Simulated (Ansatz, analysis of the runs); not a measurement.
# A defect in a wire: Mo wire along [100], 4 atoms a period, Ti in place of one Mo, part 2 of 2

What does the defect do to the conductance?

Ansatz 0.2.0; DFT PBE, plane waves, PAW; relaxation of a wire's period (the session's first sound run).

So far, conductance of the lead as this run defines it (G₀): step 3 (bands of the perfect wire) 3.01.

### 5. The open system

This step: DFT PBE, plane waves, PAW; transmission of a junction in a wire (Ansatz 0.2.0).

The cell is now read as a scatterer between two semi-infinite leads, named by two sites one period apart. The scattering states in its self-consistent potential are matched to the leads' states at each energy. One point across is taken, as for a wire in vacuum.

Contents of input.yaml:

```yaml
crystal:
  lattice:
    - [9.96, 0.0, 0.0]
    - [0.0, 9.96, 0.0]
    - [0.0, 0.0, 27.5339134027]
  atoms:
    - { symbol: Mo, position: [0.358203969, 0.5, 0.0] }
    - { symbol: Mo, position: [0.641796031, 0.5, 0.0] }
    - { symbol: Mo, position: [0.5, 0.358203969, 0.055555556] }
    - { symbol: Mo, position: [0.5, 0.641796031, 0.055555556] }
    - { symbol: Mo, position: [0.358203969, 0.5, 0.111111111] }
    - { symbol: Mo, position: [0.641796031, 0.5, 0.111111111] }
    - { symbol: Mo, position: [0.5, 0.358203969, 0.166666667] }
    - { symbol: Mo, position: [0.5, 0.641796031, 0.166666667] }
[... 24 atom lines left out ...]
    - { symbol: Mo, position: [0.358203969, 0.5, 0.888888889] }
    - { symbol: Mo, position: [0.641796031, 0.5, 0.888888889] }
    - { symbol: Mo, position: [0.5, 0.358203969, 0.944444444] }
    - { symbol: Mo, position: [0.5, 0.641796031, 0.944444444] }
kpoints:
  mp_grid: { grid: [1, 1, 3] }
scf:
  occupations: { method: fermi_dirac, width: 0.05 }
hamiltonian:
  xc: pbe
output:
  transmission:
    e_range: [-1.26, 1.26]
    de: 0.035
    kmesh: [1, 1]
    reduced_basis: true
    leads: [[32, 0]]
  dos: { projected: true, e_range: [-4, 3] }
  write_potential: true
  write_density: true
  volumetric_format: npy
  elf: true
basis:
  ecutwfc: "350 eV"
```

On the command line:

```
ansatz run input.yaml --threads 4 --pin off --max-ram 16384MiB --backend cpu --events-out ev --progress --plain --runs-dir out
```

Wall time 5.2 min (4 threads of Arm Neoverse V1, shared host); peak memory 4.8 GiB.

Numbers from this step:

```
energy at zero smearing                                      : -175883.4146 eV
transmission at the energy nearest the Fermi level, one spin : 2.787
step of the lead's Hamiltonian                               : 13.3 meV
conductance of the junction                                  : 2.722 G₀
```

Transmission, one spin against energy, zero at the Fermi level:

```
energy (eV)  transmission, one spin
      -1.26                    2.19
      -1.19                    1.83
      -1.12                    1.80
      -1.05                    1.75
      -0.98                    1.63
      -0.91                    1.33
      -0.84                   0.990
      -0.77                    1.17
      -0.70                    2.21
      -0.63                    3.17
      -0.59                    3.46
      -0.53                    3.90
      -0.46                    4.20
      -0.39                    4.67
      -0.32                    5.01
      -0.24                    4.30
      -0.17                    2.81
      -0.10                    1.82
      -0.04                    2.71
       0.00                    2.79
       0.04                    2.81
       0.10                    2.79
       0.17                    2.66
       0.21                    3.24
       0.24                    2.71
       0.32                    3.20
       0.39                    3.46
       0.46                    3.79
       0.53                    4.52
       0.59                    5.59
       0.63                    5.83
       0.67                    5.92
       0.70                    5.69
       0.77                    4.44
       0.84                    4.27
       0.91                    4.88
       0.94                    4.96
       0.98                    4.10
       1.01                    4.90
       1.05                    3.92
       1.12                    4.98
       1.19                    6.22
       1.26                    6.94
```

Open channels of the lead, one spin against energy, zero at the Fermi level:

```
energy (eV)  open channels of the lead, one spin
      -1.26                                    4
      -1.19                                    2
      -1.08                                    2
      -1.01                                    2
      -0.91                                    2
      -0.84                                    2
      -0.73                                    4
      -0.67                                    6
      -0.56                                    6
      -0.49                                    6
      -0.39                                    7
      -0.32                                    7
      -0.21                                    3
      -0.14                                    3
      -0.04                                    3
       0.00                                    3
       0.04                                    3
       0.14                                    3
       0.21                                    5
       0.32                                    6
       0.39                                    6
       0.49                                    6
       0.56                                    8
       0.67                                    8
       0.73                                    6
       0.84                                   10
       0.91                                    8
       1.01                                    6
       1.08                                    7
       1.19                                    9
       1.26                                    9
```

Projected DOS an atom over height of the atomic layer and energy from the Fermi level.  broadened by a Gaussian of 0.15 eV, since few k-points sample the long cell.

Ten even steps from '_' (0.59 states/eV) to '@' (2.50 states/eV), each cell a mean:
```
..__::............__............::__
##**######%%%%@@%%##%%@@%%########**
@@@@@@@@@@%%%%%%##%%##%%%%%%@@@@@@@@
##############**++++++**############
########%%%%%%##++++++##%%%%%%######
++++============------============++
::..::..::::::----------::::::..::..
------------==::--..--::==----------
--==----::::::..--..--..::::::----==
____________....==--==....__________
............::..::::::..::..........
::::::::::::::..::..::..::::::::::::
..____..__..__..::..::..__..__....__
............__::::..::::__..........
::::::::::::--==++--++==--::::::::::
++++++++++++##%%@@**@@%%##++++++++++
%%%%%%%%%%%%%%%%##++##%%%%%%%%%%%%%%
########%%%%##**++--==**##%%%%######
##********++====::::::====++********
__......______....__....______......
______________..::..::..____________
....________::++++--++++::________..
```
Columns: height of the atomic layer (Å) from 0 to 26.0; rows upwards: energy from the Fermi level (eV) from -3.98 to 1.47.

Electrostatic potential energy in the cb plane at fractional x = 0.500, with atoms of Mo and Ti within 0.2 Å of it. With pseudopotentials it is smooth inside the atoms' cores, unlike the true potential.

Values in eV, 13 rows by 16 columns, each cell a mean:
```
  5   5   5   5   5   5   5   5   5   5   5   5   5   5   5   5
  5   5   4   5   5   4   4   5   4   4   5   4   5   5   4   4
  3   4   1   2   4   1   2   4   1   2   4   1   2   4   1   1
-11   0 -29 -13   2 -23 -16   1 -22 -15   1 -22 -16   2 -20 -22
-32  -5 -66 -37  -2 -60 -45  -3 -59 -46  -3 -59 -46  -1 -51 -55
-12  -1 -31 -14   0 -29 -21   0 -29 -21   0 -29 -21   0 -22 -24
 -1   0  -3  -1   0  -3  -1   0  -1   0   0  -2  -2   0  -2  -2
-19  -3 -45 -23  -1 -42 -25   0 -20 -15   0 -34 -32   0 -33 -37
-30  -5 -62 -34  -3 -60 -39  -1 -31 -25  -1 -52 -49  -1 -48 -52
 -5   2 -16  -6   2 -16  -8   2 -12  -9   2 -13 -12   3 -10 -12
  3   4   2   3   4   2   3   4   2   2   4   2   3   5   3   3
  5   5   5   5   5   4   5   5   4   4   5   4   5   5   5   5
  5   5   5   5   5   5   5   5   5   5   5   5   5   5   5   5
```
Columns run along c (16.0 Å, from fractional 0.18 to 0.76 of the cell; values clipped at the 3rd and 97th percentile), rows up along b (10.0 Å). Atoms in or near the plane, at fractional coordinates: Mo at (0.28, 0.36), Mo at (0.28, 0.64), Mo at (0.39, 0.36), Mo at (0.39, 0.64), Ti at (0.50, 0.35), Mo at (0.50, 0.64), Mo at (0.61, 0.36), Mo at (0.61, 0.64), Mo at (0.72, 0.36), Mo at (0.72, 0.64).

Valence density in the cb plane at fractional x = 0.500, with atoms of Mo and Ti within 0.2 Å of it. It is the smooth field of the valence electrons, not physical close to the nuclei.

Ten even steps from '0' (0.00 × 1e0 e/Å³) to '9' (9.71 × 1e0 e/Å³), each cell a mean:
```
00000000000000000000000000000000000000000000
00000000000000000000000000000000000000000000
00000000000000000000000000000000000000000000
00000000000000000000000000000000000000000000
00000000000000000000000000000000000000000000
00000000000000000000000000000000000000000000
10000012100000011000000111000001110000001210
31000145520000255310001454100013552000025541
41000156620000366410002665200015663000036651
30000134410000245310001454100013542000014431
00000001100000011000000111000000110000001100
00000000000000000000000000000000000000000000
00000000000000000000000000000000000000000000
10000012200000122100000110000001221000012210
41000156520000366310001574100013653000025641
41000156520001466410002797100014663000026651
20000034310000244200000453000002442000013420
00000000000000000000000000000000000000000000
00000000000000000000000000000000000000000000
00000000000000000000000000000000000000000000
00000000000000000000000000000000000000000000
00000000000000000000000000000000000000000000
00000000000000000000000000000000000000000000
00000000000000000000000000000000000000000000
```
Columns run along c (16.0 Å, from fractional 0.18 to 0.76 of the cell), rows up along b (10.0 Å). Atoms in or near the plane, at fractional coordinates: Mo at (0.28, 0.36), Mo at (0.28, 0.64), Mo at (0.39, 0.36), Mo at (0.39, 0.64), Ti at (0.50, 0.35), Mo at (0.50, 0.64), Mo at (0.61, 0.36), Mo at (0.61, 0.64), Mo at (0.72, 0.36), Mo at (0.72, 0.64).

ELF in the cb plane at fractional x = 0.500, with atoms of Mo and Ti within 0.2 Å of it. It is the smooth field of the valence electrons, not physical close to the nuclei.

Values, 13 rows by 16 columns, each cell a mean:
```
0.02 0.02 0.02 0.02 0.02 0.02 0.02 0.02 0.01 0.02 0.02 0.02 0.02 0.02 0.02 0.02
0.13 0.23 0.05 0.11 0.24 0.07 0.08 0.20 0.06 0.08 0.20 0.06 0.10 0.24 0.08 0.08
0.21 0.40 0.07 0.17 0.42 0.09 0.12 0.39 0.09 0.13 0.40 0.08 0.14 0.43 0.11 0.10
0.35 0.36 0.45 0.35 0.34 0.40 0.35 0.34 0.39 0.35 0.35 0.39 0.35 0.35 0.39 0.41
0.45 0.28 0.59 0.47 0.26 0.57 0.52 0.25 0.57 0.53 0.25 0.57 0.52 0.26 0.54 0.56
0.36 0.37 0.44 0.37 0.37 0.43 0.39 0.36 0.44 0.40 0.36 0.43 0.39 0.38 0.39 0.40
0.35 0.37 0.28 0.35 0.37 0.29 0.34 0.39 0.31 0.35 0.38 0.31 0.32 0.37 0.32 0.31
0.40 0.34 0.55 0.41 0.34 0.52 0.42 0.37 0.33 0.30 0.38 0.48 0.46 0.35 0.47 0.49
0.45 0.29 0.60 0.48 0.28 0.59 0.50 0.23 0.38 0.37 0.25 0.56 0.55 0.26 0.55 0.57
0.29 0.38 0.30 0.29 0.41 0.31 0.28 0.32 0.24 0.20 0.34 0.30 0.30 0.43 0.28 0.28
0.20 0.37 0.06 0.19 0.41 0.06 0.15 0.37 0.05 0.09 0.38 0.09 0.11 0.44 0.12 0.09
0.10 0.15 0.04 0.09 0.16 0.04 0.08 0.15 0.04 0.06 0.15 0.06 0.05 0.17 0.06 0.05
0.01 0.01 0.01 0.01 0.01 0.01 0.01 0.01 0.01 0.01 0.01 0.01 0.01 0.01 0.01 0.01
```
Columns run along c (16.0 Å, from fractional 0.18 to 0.76 of the cell), rows up along b (10.0 Å). Atoms in or near the plane, at fractional coordinates: Mo at (0.28, 0.36), Mo at (0.28, 0.64), Mo at (0.39, 0.36), Mo at (0.39, 0.64), Ti at (0.50, 0.35), Mo at (0.50, 0.64), Mo at (0.61, 0.36), Mo at (0.61, 0.64), Mo at (0.72, 0.36), Mo at (0.72, 0.64).

By hand: the program gives 2.1261 × 10^14 S/m² over the cell's cross-section of 99.20 Å² = 9.920 × 10^-19 m², so one cell conducts 2.109 × 10^-4 S. Divided by G0 = 2e²/h = 7.748 × 10^-5 S this is 2.72 G0, a resistance of 4.74 kΩ.

The conductance is 2.72 G₀, with 3 channels a spin open in the lead. The lead's Hamiltonian steps by 13.3 meV, which the program lets pass, though it counts in the error estimate.

### 6. Conductance and thermopower from T(E)

This step: Landauer integrals over the computed T(E), interpolated linearly between its energies (analysis of the runs above).

Conductance and thermopower are moments of T(E) over the thermal window; sliding the window along E stands for a gate that leaves T(E) rigid.

This step gave:

```
conductance at 300 K, interpolated from T(E) : 2.716 G₀
thermopower at 300 K                         : -7.172 μV/K
Lorenz number over L0                        : 0.9470
```

T(E) held rigid; rough near sharp steps of T(E). Conductance at 300 K against shift of the leads' level:

```
shift of the leads' level (eV)  conductance at 300 K (G₀)
                        -0.900                       1.21
                        -0.850                       1.02
                        -0.800                       1.06
                        -0.700                       2.13
                        -0.650                       2.84
                        -0.600                       3.36
                        -0.550                       3.72
                        -0.450                       4.24
                        -0.400                       4.53
                        -0.350                       4.77
                        -0.300                       4.70
                        -0.200                       3.14
                        -0.150                       2.45
                        -0.100                       2.25
                        -0.050                       2.50
                         0.050                       2.79
                         0.100                       2.79
                         0.150                       2.80
                         0.200                       2.91
                         0.300                       3.17
                         0.350                       3.35
                         0.400                       3.55
                         0.450                       3.83
                         0.550                       4.92
                         0.600                       5.46
                         0.650                       5.61
                         0.700                       5.16
                         0.800                       4.39
                         0.850                       4.44
                         0.900                       4.62
```

T(E) held rigid; rough near sharp steps of T(E). The thermopower at 300 K by shift of the leads' level:

shift of the leads' level (eV), thermopower at 300 K (μV/K) and a bar from the least value:
```
   -0.900       28.6 ###########################
   -0.850       10.5 #####################
   -0.800      -28.7 #######
   -0.700      -49.4 
   -0.650      -31.3 ######
   -0.600      -19.0 ##########
   -0.550      -12.7 #############
   -0.450       -8.8 ##############
   -0.400       -8.7 ##############
   -0.350       -2.8 ################
   -0.300       10.4 #####################
   -0.200       37.4 ##############################
   -0.150       27.5 ###########################
   -0.100       -2.7 ################
   -0.050      -14.0 ############
    0.050       -1.8 ################
    0.100       -0.3 #################
    0.150       -3.3 ################
    0.200       -5.5 ###############
    0.300       -8.2 ##############
    0.350       -8.4 ##############
    0.400       -9.8 ##############
    0.450      -13.5 ############
    0.550      -17.7 ###########
    0.600       -9.3 ##############
    0.650        3.2 ##################
    0.700       16.9 #######################
    0.800        1.4 ##################
    0.850       -3.4 ################
    0.900       -3.9 ################
```

The two levels move by half the bias each and T(E) is held rigid. The current from the zero-bias T(E) by bias:

```
bias (V)  current from the zero-bias T(E) (μA)
   0.000                                     0
   0.100                                  20.8
   0.200                                  40.8
   0.300                                  60.5
   0.400                                  82.3
   0.500                                   108
   0.600                                   137
   0.700                                   168
   0.800                                   199
   0.900                                   231
   1.000                                   262
   1.100                                   295
   1.200                                   329
   1.300                                   363
   1.400                                   393
   1.500                                   419
   1.600                                   441
   1.700                                   462
   1.800                                   484
   1.900                                   507
```

By hand, Mott's formula: S = −(π²k²T/3e) d ln T/dE, and π²k²T/3e = 7.33 μV/K × eV at 300 K. The computed T is 2.43 at -0.070 eV and 2.81 at +0.070 eV, so d ln T/dE ≈ 1.04 per eV and S ≈ -7.63 μV/K, against -7.17 from the integrals.

The thermopower is -7.17 μV/K. The Lorenz ratio is 0.95, where the Wiedemann-Franz law gives 1. Moving the level by up to 0.1 eV either way gives -14 to -0.27 μV/K.

### 7. What came out

| Property | Result |
| --- | --- |
| conductance of the perfect wire | 3.01 G₀ |
| conductance, Ti in place of one Mo | 2.72 G₀ |
| thermopower, Ti in place of one Mo | -7.17 μV/K |

In words: Summed over the computed window, 67 % of the lead's open channels pass the defect; the conductance at 300 K is 2.72 G₀. With Ti in place of one Mo, 91 % of the conductance of that run's own lead (3.00 G₀) is left, so it scatters little at the Fermi level. Transport is coherent and elastic here: the atoms are frozen, so scattering by vibrations plays no part. A junction with open d shells ran without spin, after the few moments seeded in its relaxation died away; moments on all d atoms were not tried. A cutoff under the files' recommended one was taken to save time; its effect on T(E) was not tested here.

[Logs are printed without paths, hosts, clocks, repeated set-up lines and the standing remarks that a program may print on its own settings, such as how far it seeks lower states.]

[Hosts, paths, dates, database ids (printed as entryN), source tags and the programs' standing remarks are cut or masked in the printed files.]
